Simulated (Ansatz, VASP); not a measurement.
**Cross-check of SiC (V_Si-V_C (Si site 2) axial) between VASP and Ansatz**

Wanted: the spread between two codes on one cell, functional and k mesh. Of the first pair: The cell is taken from a series of runs on this material, whose earlier steps may have relaxed, scaled, displaced or heated it; both programs get it as it stands.

Main program and level: Ansatz 0.2.0; plane waves, with VASP 6.6.1 beside it; single point at PBE.

## Step 1: Starting point

The cell holds 94 atoms: 47 Si and 47 C. Its edges and angles: a = 10.718 Å, b = 10.718 Å, c = 10.129 Å, α = 90.0°, β = 90.0°, γ = 120.0°. It derives from SiC (SiC (P6_3mc)). Nearest the centre at fractional (0.667, 0.500, 0.844): Si47 at 2.41 Å, Si35 at 2.42 Å, Si45 at 2.42 Å, C76 at 2.50 Å, C89 at 2.53 Å, C87 at 2.53 Å, C69 at 3.20 Å, C59 at 3.20 Å. The cell carries charge −1.

## Step 2: Ansatz: single point, PBE, pair 1

Ansatz runs on its default PAW (the set named soft_2) files.

A single point gives forces, pressure and levels at one fixed geometry, so differences don't come from the geometry; what else differs is listed under the comparison.

File input.yaml:

```yaml
crystal:
  lattice:
    - [9.28241338, 5.35920398, 0.0]
    - [-9.28241348, 5.35920381, 0.0]
    - [0.0, 0.0, 10.12919782]
  atoms:
    - { symbol: Si, position: [-0.0008751282, -0.00055017873, 0.5003065677] }
    - { symbol: Si, position: [0.1670664497, 0.33333997889, 0.50029464707] }
[... 6 atom lines left out ...]
    - { symbol: Si, position: [0.33593150498, 0.33350871422, 0.74880866169] }
    - { symbol: Si, position: [-0.00077687783, -0.00122137266, 1.00058293341] }
    - { symbol: Si, position: [0.16803838639, 0.33424227779, 1.00052672664] }
    - { symbol: Si, position: [0.33256528745, 0.16593604102, 1.00101156514] }
[... 6 atom lines left out ...]
    - { symbol: C, position: [0.00022712306, 0.33338928883, 0.43817886958] }
[... 2 atom lines left out ...]
    - { symbol: C, position: [7.55758e-05, 0.16675913158, 0.93753907567] }
    - { symbol: C, position: [0.16580469985, -0.00056157981, 0.93795867926] }
    - { symbol: C, position: [0.33739816443, 0.33423888005, 0.93783839511] }
[... 1 atom line left out ...]
    - { symbol: Si, position: [0.16564219049, 0.83262614121, 0.50029458309] }
[... 1 atom line left out ...]
    - { symbol: Si, position: [7.554341e-05, 0.83373197456, 0.24966092176] }
[... 2 atom lines left out ...]
    - { symbol: Si, position: [-0.00324379152, 0.66395761569, 0.74880513516] }
[... 1 atom line left out ...]
    - { symbol: Si, position: [0.3328272452, 0.8332234867, 0.74903400959] }
    - { symbol: Si, position: [0.00014117914, 0.49974123165, 1.00100871914] }
    - { symbol: Si, position: [0.16467036609, 0.83255327016, 1.00052657519] }
    - { symbol: Si, position: [0.33349710281, 0.66590607719, 1.00057987454] }
    - { symbol: C, position: [-6.945186e-05, 0.49993486906, 0.18743560426] }
[... 1 atom line left out ...]
    - { symbol: C, position: [0.33345284464, 0.66679279792, 0.18685371737] }
[... 1 atom line left out ...]
    - { symbol: C, position: [0.16519173898, 0.8319761961, 0.68750062269] }
    - { symbol: C, position: [0.33373722402, 0.66711729569, 0.68744847611] }
    - { symbol: C, position: [-0.00059928786, 0.8330746136, 0.43690720934] }
    - { symbol: C, position: [0.16672486492, 0.66656216329, 0.4381213998] }
    - { symbol: C, position: [0.33330919509, 0.50002609775, 0.43691144799] }
    - { symbol: C, position: [-0.00467569176, 0.66320785113, 0.937831011] }
    - { symbol: C, position: [0.16690697973, 0.4999881251, 0.937962342] }
[... 4 atom lines left out ...]
    - { symbol: Si, position: [0.4990398162, 0.33244075765, 0.25146953412] }
    - { symbol: Si, position: [0.66635616871, 0.16614889609, 0.24984964219] }
[... 5 atom lines left out ...]
    - { symbol: Si, position: [0.66634008381, 0.33188560532, 1.00338700685] }
[... 3 atom lines left out ...]
    - { symbol: C, position: [0.83326936626, 0.16707924919, 0.18685136668] }
    - { symbol: C, position: [0.49887090738, 0.00026183049, 0.68755137945] }
[... 4 atom lines left out ...]
    - { symbol: C, position: [0.83302420187, 0.00043376319, 0.43813641977] }
[... 3 atom lines left out ...]
    - { symbol: Si, position: [0.50099922789, 0.50017629827, 0.49980377472] }
[... 2 atom lines left out ...]
    - { symbol: Si, position: [0.49974994905, 0.83372090154, 0.25029012661] }
    - { symbol: Si, position: [0.66636333192, 0.66765582555, 0.25134906876] }
    - { symbol: Si, position: [0.83367003607, 0.49976536991, 0.25147332929] }
[... 2 atom lines left out ...]
    - { symbol: Si, position: [0.49966998397, 0.50063930869, 1.00419117878] }
[... 1 atom line left out ...]
    - { symbol: Si, position: [0.83300633376, 0.66730584704, 1.00413595199] }
    - { symbol: C, position: [0.50091827893, 0.50006667204, 0.18840939269] }
[... 1 atom line left out ...]
    - { symbol: C, position: [0.83179085977, 0.66550518561, 0.18838384838] }
    - { symbol: C, position: [0.48771073978, 0.50097781154, 0.68126096996] }
    - { symbol: C, position: [0.6663647588, 0.83484245166, 0.68718972945] }
    - { symbol: C, position: [0.84496695156, 0.67961980401, 0.68131325513] }
[... 1 atom line left out ...]
    - { symbol: C, position: [0.66636033368, 0.66723132869, 0.43762876382] }
    - { symbol: C, position: [0.83317706739, 0.4998583431, 0.43797048933] }
    - { symbol: C, position: [0.50278510517, 0.6664093587, 0.93784996907] }
    - { symbol: C, position: [0.82995736988, 0.83002274839, 0.93784636081] }
  host:
    repeats: [2, 2, 1]
    atoms:
      - { symbol: Si, position: [0.0, 0.0, 0.49984857] }
      - { symbol: Si, position: [0.33333333, 0.66666667, 0.49984857] }
      # ... 22 more atoms of the perfect host
total_charge: -1
basis:
  ecutwfc: 420
  xc_grid: 2
hamiltonian:
  xc: pbe
kpoints:
  mp_grid: { grid: [1, 1, 1] }
magnetization:
  spin_polarized: true
  initial_magnetization: 1
  spin_locking: { lock_magnetization: hard }
scf:
  occupations: { method: fermi_dirac, width: 0.01 }
  max_iter: 60
output:
  forces: true
  charged_corrections:
    epsilon: [7.02, 7.02, 7.32]
    static_epsilon: [10.34, 10.34, 11.03]
    defect_position: [0.666667, 0.5, 0.843928]
checkpoint:
  read: "../qm1_M1.relax_smeared.run"
  write: "../cc0.qm1_M1.l1.4.run"
  compress: false
  write_wavefunctions: false
  write_every: 100000
```

Launch:

```
$ ansatz run input.yaml --threads 4 --pin off --max-ram 14131MiB --backend cpu --events-out ev --progress --plain --runs-dir out
```

Numbers of over 12 decimals in the logs are rounded to 6 here.

What it wrote:

```text
Warning: checkpoint.read: the run can stay near the saved state's solution: 94 site(s) moved relative to the saved geometry (max |Δs| = 6.971e-3 fractional); the SCF starts from the saved state under `checkpoint.density_extrapolation: transplant`, in force with no word given; its orbitals are not used off its sites. A run without `checkpoint.read` takes nothing of the state. A lower free energy from it at the same positions (and U, V and field ramp, if any), with starting moments typed, shows a solution that this start missed, and an equal or higher one rules none out (checkpoint.read, Limitations, in the input reference)
Engine: ansatz 0.2.0, aarch64-unknown-linux-gnu
Pseudopotentials: kind: paw
Pseudopotential: Si, paw, valence charge 4, recommended cutoff 420 eV (normal), Si.paw.azcp
Pseudopotential: C, paw, valence charge 4, recommended cutoff 420 eV (normal), C.paw.azcp
Functional definition: PBE
  parameter kappa = 0.804
  parameter beta = 0.066725
  exchange = pbe_x(kappa = kappa, mu = beta*pi^2/3)
  correlation = pbe_c(beta = beta)
Crystal: 94 atoms, lattice volume = 1007.781 Å³
Basis set: ecut = 420 eV, 19671 PW (Γ), exchange–correlation on 144×144×144 points (8 copies of the dense FFT grid, shifted against one another)
Bands: 283, of which v1, the nominal top of the filled ones, is band 189 counted from 1 (188 counted from 0)
Symmetry: 1 space group operations
Space group: P1 (ITA 1), of the structure as read, at distance tolerance 1.0e-4 Å
Magnetic group: BNS 1.1 (UNI 1), of the structure as read, at distance tolerance 1.0e-4 Å
k-points: 1
Non-local potential: Si, projectors of the file, l = 0: 2, l = 1: 2, l = 2: 2
Non-local potential: C, projectors of the file, l = 0: 2, l = 1: 2, l = 2: 1
PAW form: soft (Blöchl's): semilocal exchange-correlation on the pseudo side does not see the compensation charge
PAW one-centre angular grid: Si, 110 points (default); XC on 64 Gauss nodes
PAW one-centre angular grid: C, 110 points (default); XC on 64 Gauss nodes
Initial density: read from a saved state, or passed on in memory by an earlier SCF of this step, an earlier step, the calling program or the single point that the run made first, carried with its atoms to this geometry
Starting moments: Σ|m| = 1 μB on 94 of 94 sites; this step starts from the density that it was given
Initial wavefunctions: pseudopotential atomic-orbital guess
Functional: x = pbe(κ = 0.804, μ = 0.219515), c = pbe(β = 0.066725)
iter 1 solved again at ethr=4.38e-4 eV; its pass at ethr=3.10e-3 eV (dr2=1.65e0 eV) is discarded
SCF iter   1: F=—  HF=-41678.170818 eV  |F-HF|=—  |Δ(HF+E_count)|=         —  Δρ=8.24e-3 (↑2.18e-3 ↓8.24e-3)  dr2=1.65e0  dr2_m=1.41e-1  M=1.000 μB ∫|m|=1.246 μB  β_m=0.30  ethr=4.38e-4  ⟨swp⟩=5.0  Hψ=3570  notcnv=0
preconditioner: auto → Resta (q_TF=auto, 2.316 Å⁻¹)  ε∞=4.8  [insulator: Δε(μ)=0.177 eV  Ē_g=11.681 eV  σ=0.010 eV  W_gap=1.00  n_scr=210 (ndim 8)  ℏωp=22.7 eV  f_vac=0.000  D(μ)=0.03/eV (n_scr^D=0)  ε∞_Penn≈4.8]
spin=Collinear: Resta preconditioning applied to the charge; magnetization (m = ρ↑ − ρ↓) channel mixes plain (no charge-response kernel on spin).
SCF iter   2: F=—  HF=-41678.010353 eV  |F-HF|=—  |Δ(HF+E_count)|=   1.60e-1  Δρ=1.92e-3 (↑1.92e-3 ↓1.80e-3)  dr2=1.26e-1  dr2_m=9.60e-3  M=1.000 μB ∫|m|=1.141 μB  β_m=0.32  ethr=4.37e-4  ⟨swp⟩=3.0  Hψ=944  notcnv=0
preconditioner: auto → Kerker (q_TF=auto, 2.316 Å⁻¹)  [metal: Δε(μ)=0.005 eV  Ē_g=11.679 eV  σ=0.010 eV  W_gap=0.13  n_scr=210 (ndim 8)  ℏωp=22.7 eV  f_vac=0.000  D(μ)=49.12/eV (n_scr^D=416)]
spin=Collinear: Kerker preconditioning applied to the charge; magnetization (m = ρ↑ − ρ↓) channel mixes plain (no charge-response kernel on spin).
SCF iter   3: F=—  HF=-41678.009073 eV  |F-HF|=—  |Δ(HF+E_count)|=   1.28e-3  Δρ=3.80e-3 (↑1.38e-3 ↓3.80e-3)  dr2=2.61e-1  dr2_m=4.42e-2  M=1.000 μB ∫|m|=1.203 μB  β_m=0.15  ethr=3.35e-5  ⟨swp⟩=1.5  Hψ=795  notcnv=0  defer=20
preconditioner: auto → Resta (q_TF=auto, 2.316 Å⁻¹)  ε∞=4.8  [insulator: Δε(μ)=0.030 eV  Ē_g=11.678 eV  σ=0.010 eV  W_gap=0.64  n_scr=210 (ndim 8)  ℏωp=22.7 eV  f_vac=0.000  D(μ)=29.48/eV (n_scr^D=198)  ε∞_Penn≈4.8]
spin=Collinear: Resta preconditioning applied to the charge; magnetization (m = ρ↑ − ρ↓) channel mixes plain (no charge-response kernel on spin).
SCF iter   4: F=—  HF=-41678.027323 eV  |F-HF|=—  |Δ(HF+E_count)|=   1.83e-2  Δρ=3.81e-3 (↑1.36e-3 ↓3.81e-3)  dr2=6.16e-1  dr2_m=1.78e-2  M=1.000 μB ∫|m|=1.168 μB  β_m=0.23  ethr=3.35e-5  ⟨swp⟩=3.5  Hψ=961  notcnv=0  defer=20
SCF iter   5: F=—  HF=-41678.012671 eV  |F-HF|=—  |Δ(HF+E_count)|=   1.47e-2  Δρ=2.61e-3 (↑4.26e-4 ↓2.61e-3)  dr2=1.46e-1  dr2_m=1.95e-2  M=1.000 μB ∫|m|=1.224 μB  β_m=0.62  ethr=3.35e-5  ⟨swp⟩=2.5  Hψ=884  notcnv=0  defer=20
[...]
atom  42  C     -0.35843679     0.01207208     0.11099712
  atom  43  C     -0.00252026     0.15614389    -0.40756117
  atom  44  C      0.00893792     0.01955755    -0.10332466
  atom  45  C     -0.13599728    -0.07470170    -0.40473777
  atom  46  C      0.13625203     0.21363180     0.18987494
  atom  47  C     -0.01384117    -0.00890913     0.09178912
  atom  48  C      0.00458186    -0.03076641     0.12189285
  atom  49  Si     0.00391253     0.16159347     0.22066372
  atom  50  Si     0.10855599    -0.06208749     1.06597004
  atom  51  Si    -0.13838006    -0.08415334     0.22013490
  atom  52  Si     0.00823831     0.04486833     0.12079786
  atom  53  Si    -0.00701870     0.00417919     0.24858702
  atom  54  Si    -0.01143785     0.00041223     0.05263178
  atom  55  Si     0.20258639     0.96358400    -0.42607341
  atom  56  Si    -0.10769862     0.06150031    -0.21935723
  atom  57  Si    -0.73330035    -0.65587910    -0.42544793
  atom  58  Si    -0.13529712    -0.00438290    -0.15053424
  atom  59  Si    -0.21419479     0.12288871    -0.53801246
  atom  60  Si    -0.06399207     0.11931251    -0.14987764
  atom  61  C      0.03404524    -0.04632883    -0.02737613
  atom  62  C      0.07245152    -0.04190113     0.03956535
  atom  63  C      0.05693959    -0.00633535    -0.02701271
  atom  64  C      0.16120194    -0.36661478     0.12120813
  atom  65  C      0.13271543    -0.07878587     0.26539893
[...]
atom  87  C     -0.14577932    -0.01290977     0.21782175
  atom  88  C     -0.16469510     0.09429242     0.01096295
  atom  89  C     -0.06413940     0.13139917     0.21872773
  atom  90  C     -0.01332775    -0.00512713    -0.10209829
  atom  91  C     -0.09418602     0.05388146    -0.26965254
  atom  92  C      0.09051140     0.06549686    -0.27549645
  atom  93  C     -0.28883297    -0.00031127     0.19393411
  atom  94  C     -0.14540966     0.25048507     0.19492391
  max |Σ_I F_I| component: 8.99e-6 eV/Å
--- Charged-cell corrections in eV (Makov–Payne, q = -1.000 e, ε = [7.020, 7.020, 7.320] of the electrons, [10.340, 10.340, 11.030] with the ions) ---
  F (periodic)     = -41678.014367  (uncorrected; the corrections below are reported, never added to it)
  E_corr1          = +0.288587  (monopole, q²α_M/2ε̄L, of the cell on which ε is isotropic)
  F Makov-Payne    = n/a  (the rows are of the electrons' constant alone; ansatz place-levels tells what screens the charge)
  no potential alignment in this run, which stands beside a crystal: run the host's input off ansatz write-host-input, and read the two finished runs by ansatz place-levels (neither reads a slab, a wire or a sheet, whose cell leaves a vacuum)
--- Band table (eV) ---
  k-point 0 ↑: bands = [... 185 lower, 8.9475, 9.1157, 10.1019, 10.3632, 11.0844, 11.0914, 11.2268, 11.4284, ... 90 higher]
  k-point 0 ↓: bands = [... 185 lower, 8.9667, 9.4723, 10.6464, 10.6750, 11.0826, 11.1030, 11.2285, 11.4474, ... 90 higher]
```

## Step 3: VASP: single point, PBE, pair 1

The same cell, functional, mesh and smearing now go to VASP, with its own data sets.

Lines of VASP's logs that name or quote its potential files are left out, and so is its time.

File INCAR:

```
SYSTEM = SiC
PREC = Accurate
ENCUT = 520
EDIFF = 1E-06
NELM = 200
ISMEAR = -1
SIGMA = 0.01
LREAL = Auto
ALGO = Normal
GGA = PE
NELECT = 377
NBANDS = 256
ISPIN = 2
MAGMOM = -0 -0 0 -0 -0 -0 0 0 0 0 0 -0 0 -0 -0 0 -0 0 0 0 0 0 0 0 -0 0 -0 -0 -0 -0 0 0 0 -0 -0.01 -0 -0 0 -0 -0 -0 -0 0 0 -0 -0 -0 0 0 0 0.01 0.02 0 0 0 0 -0 0 0 0 0 0 0 0.02 0.01 0.01 0 0.01 0 0 -0 0 -0 0 0.01 0.07 0.01 0 0 0 -0 -0 -0 -0 -0 -0 0.19 0 0.19 0 0 0 0 0
LORBIT = 11
LWAVE = .FALSE.
LCHARG = .FALSE.
ISIF = 2
NUPDOWN = 1
LASPH = .TRUE.
GGA_COMPAT = .FALSE.
NCORE = 2
```

File POSCAR:

```
SiC
1.0
    9.2824133794      5.3592039794      0.0000000000
   -9.2824134800      5.3592038053      0.0000000000
    0.0000000000      0.0000000000     10.1291978199
Si C
47 47
Direct
    0.9991248718      0.9994498213      0.5003065677
    0.1670664497      0.3333399789      0.5002946471
[... 6 atom lines left out ...]
    0.3359315050      0.3335087142      0.7488086617
    0.9992231222      0.9987786273      0.0005829334
    0.1680383864      0.3342422778      0.0005267266
    0.3325652875      0.1659360410      0.0010115651
[... 6 atom lines left out ...]
    0.9967562085      0.6639576157      0.7488051352
[... 2 atom lines left out ...]
    0.0001411791      0.4997412317      0.0010087191
    0.1646703661      0.8325532702      0.0005265752
    0.3334971028      0.6659060772      0.0005798745
[... 1 atom line left out ...]
    0.6663491215      0.3342592546      0.5018200066
[... 1 atom line left out ...]
    0.4990398162      0.3324407576      0.2514695341
[... 2 atom lines left out ...]
    0.5008008031      0.1696025464      0.7484858597
[... 1 atom line left out ...]
    0.8318852787      0.3351706358      0.7484860454
    0.5002457675      0.0011323448      0.0005858778
    0.6663400838      0.3318856053      0.0033870069
    0.8324594296      0.1672471841      0.0005816736
    0.5009992279      0.5001762983      0.4998037747
[... 1 atom line left out ...]
    0.8317198688      0.6655496811      0.4998742076
[... 1 atom line left out ...]
    0.6663633319      0.6676558256      0.2513490688
    0.8336700361      0.4997653699      0.2514733293
    0.5020146347      0.6673276139      0.7487680128
    0.8307355197      0.8316879637      0.7487624138
    0.4996699840      0.5006393087      0.0041911788
    0.6663712451      0.8343342403      0.0010335404
    0.8330063338      0.6673058470      0.0041359520
[... 4 atom lines left out ...]
    0.1675232139      0.3331522578      0.6875006667
    0.3322111875      0.1656557503      0.6872678401
[... 5 atom lines left out ...]
    0.3373981644      0.3342388801      0.9378383951
[... 3 atom lines left out ...]
    0.0004882521      0.4998076746      0.6872697917
    0.1651917390      0.8319761961      0.6875006227
[... 4 atom lines left out ...]
    0.9953243082      0.6632078511      0.9378310110
[... 3 atom lines left out ...]
    0.6663547603      0.3343610206      0.1879322026
[... 2 atom lines left out ...]
    0.6663240643      0.3225228109      0.6828405697
    0.8338333151      0.1677711434      0.6875512905
    0.4995261731      0.3330214349      0.4379541209
[... 2 atom lines left out ...]
    0.5000137790      0.1697159417      0.9377662018
[... 1 atom line left out ...]
    0.8326854514      0.3360688757      0.9377666279
    0.5009182789      0.5000666720      0.1884093927
[... 1 atom line left out ...]
    0.8317908598      0.6655051856      0.1883838484
    0.4877107398      0.5009778115      0.6812609700
    0.6663647588      0.8348424517      0.6871897294
    0.8449669516      0.6796198040      0.6813132551
[... 1 atom line left out ...]
    0.6663603337      0.6672313287      0.4376287638
    0.8331770674      0.4998583431      0.4379704893
    0.5027851052      0.6664093587      0.9378499691
    0.8299573699      0.8300227484      0.9378463608
```

File KPOINTS:

```
Automatic mesh
0
Gamma
1 1 1
0 0 0
```

Potentials, in the order of the species: Si and C (PBE family, release 64).

Launch:

```
$ mpirun -np 8 vasp_gam
```

What it wrote:

```text
[banner, memory and clock lines left out]
running    8 mpi-ranks, on    1 nodes
[...]
LDA part: xc-table for (Slater+PW92), standard interpolation
 POSCAR, INCAR and KPOINTS ok, starting setup
[...]
entering main loop
       N       E                     dE             d eps       ncg     rms          rms(c)
DAV:   1     0.226420003903E+04    0.22642E+04   -0.19580E+05  1024   0.141E+03
DAV:   2    -0.522930161984E+03   -0.27871E+04   -0.26090E+04  1328   0.280E+02
DAV:   3    -0.771510199349E+03   -0.24858E+03   -0.24550E+03  1248   0.809E+01
DAV:   4    -0.778217198659E+03   -0.67070E+01   -0.66754E+01  1240   0.148E+01
DAV:   5    -0.778417603101E+03   -0.20040E+00   -0.20017E+00  1248   0.259E+00BRMIX: very serious problems
 the old and the new charge density differ
 old charge density:   376.00000 new  377.00000
    0.598E+01
DAV:   6    -0.692450984853E+03    0.85967E+02   -0.31397E+02  1184   0.238E+01    0.265E+01
DAV:   7    -0.691095573706E+03    0.13554E+01   -0.32295E+01  1216   0.804E+00    0.132E+01
DAV:   8    -0.690725288349E+03    0.37029E+00   -0.59491E+00  1240   0.396E+00    0.745E+00
DAV:   9    -0.690710552169E+03    0.14736E-01   -0.15235E+00  1272   0.234E+00    0.281E+00
[...]
DAV:  19    -0.690700905769E+03   -0.89040E-05   -0.10380E-04  1200   0.128E-02    0.225E-02
DAV:  20    -0.690700906221E+03   -0.45195E-06   -0.23547E-05  1216   0.652E-03    0.792E-03
DAV:  21    -0.690700906570E+03   -0.34915E-06   -0.27517E-06   800   0.275E-03
   1 F= -.69070091E+03 E0= -.69069611E+03  d E =-.959900E-02  mag=     1.0000
```

OUTCAR, selected parts (step 3):

```text
  FREE ENERGIE OF THE ION-ELECTRON SYSTEM (eV)
  ---------------------------------------------------
  free  energy   TOTEN  =      -690.7009065705 eV

  energy  without entropy=     -690.6913075702  energy(sigma->0) =     -690.69610707

 magnetization (x)
# of ion       s       p       d       tot
------------------------------------------
    1       -0.000  -0.000   0.000  -0.000
    2       -0.000  -0.000   0.000  -0.000
    3       -0.000   0.000   0.000  -0.000
    4       -0.000   0.000   0.000  -0.000
    5       -0.000   0.000   0.000  -0.000
    6       -0.000   0.000   0.000  -0.000
    7       -0.001   0.003   0.000   0.003
    8       -0.000   0.000   0.000   0.000
    9       -0.001  -0.001   0.000  -0.002
   10        0.000   0.000   0.000   0.000
   11       -0.000   0.000   0.000   0.000
   12       -0.000   0.000   0.000  -0.000
   13       -0.000   0.000   0.000  -0.000
[...]
--------------------------------------------------
tot          0.030   0.476   0.000   0.506
```

The run ends at a pressure of 1.46 GPa, with forces up to 1.1 eV/Å.

(Part 1 of 3 ends here.)

[Lines on the potential files, build, host, timing and source positions are cut from VASP's logs without a mark.]

[Logs are printed without paths, hosts, clocks, repeated set-up lines and the standing remarks that a program may print on its own settings, such as how far it seeks lower states.]

[Hosts, paths, dates, database ids (printed as entryN), source tags and the programs' standing remarks are cut or masked in the printed files.]
